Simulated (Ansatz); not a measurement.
**LiCl: stable or not**

The cell was found from a structure generator's guess, not taken from experiment.

The calculation used Ansatz 0.2.0, DFT PBE, scalar-relativistic, plane waves, PAW. Plane waves to 420 eV, an 8×8×4 mesh through Γ for the 6-atom cell and 0.02 eV Gaussian smearing; no spin polarisation.

```xyz
6
Lattice="1.9590 1.1310 9.4706 -1.9590 1.1310 9.4706 0.0000 -2.2620 9.4706" Properties=species:S:1:pos:R:3 pbc="T T T"
Li    0.0000    0.0000   20.3049
Li    0.0000    0.0000   26.6040
Li    0.0000    0.0000   13.9850
Cl    0.0000    0.0000   24.2161
Cl    0.0000    0.0000   11.5961
Cl    0.0000    0.0000   17.9074
```

Energies over the elements count from the elements' standard structures at the same level (Cl₂ as a molecule), with no fitted energy shifts.

Q: These tests were run: energy against the elements; random kick, then relaxation without symmetry; phonons on a 2×2×1 q mesh; elastic tensor. What do they show?

A:

| test | result |
| --- | --- |
| energy against the elements | −1.876 eV/atom |
| random kick, then relaxation without symmetry | returns |
| phonons on a 2×2×1 q mesh | no imaginary mode on the mesh |
| elastic tensor | least eigenvalue 7 GPa |

It fails none of these tests. Whether a mixture of other phases lies lower isn't tested here.

The kick test ran on a coarse mesh. The run for the phonons used an 8×8×4 k mesh. The run for the elastic tensor used an 8×8×4 k mesh.
